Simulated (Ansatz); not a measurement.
# AgO under pressure

Theory: Ansatz, DFT PBEsol, scalar-relativistic, plane waves, PAW. Settings: 420 eV plane-wave cutoff, Γ-centred 14×14×14 mesh, Fermi-Dirac smearing of 0.15 eV. No spin polarisation. Phonons by linear response, acoustic sum rule imposed.

Relaxed structure:
```
Ag O
1.0
     0.00000    2.47805    2.47805
     2.47805    0.00000    2.47805
     2.47805    2.47805    0.00000
Ag O
1 1
Direct
  0.00000 0.00000 0.00000
  0.75000 0.75000 0.75000
```

In a metal, frequencies and elastic constants depend on the k mesh and the smearing, soft modes and shear constants most. Spin polarisation was left out, and a magnetic state may lie lower.

The cell is relaxed again at 2 and 6 GPa. How do volume, gap and optical modes at Γ (cm⁻¹, counted from the lowest optical one; a degenerate one stands once) change?

## Answers

```
          0 GPa  2 GPa  6 GPa
    V/V0  1.000  0.982  0.951
gap (eV)   0.00   0.00   0.00
  mode 1    233    246    270
```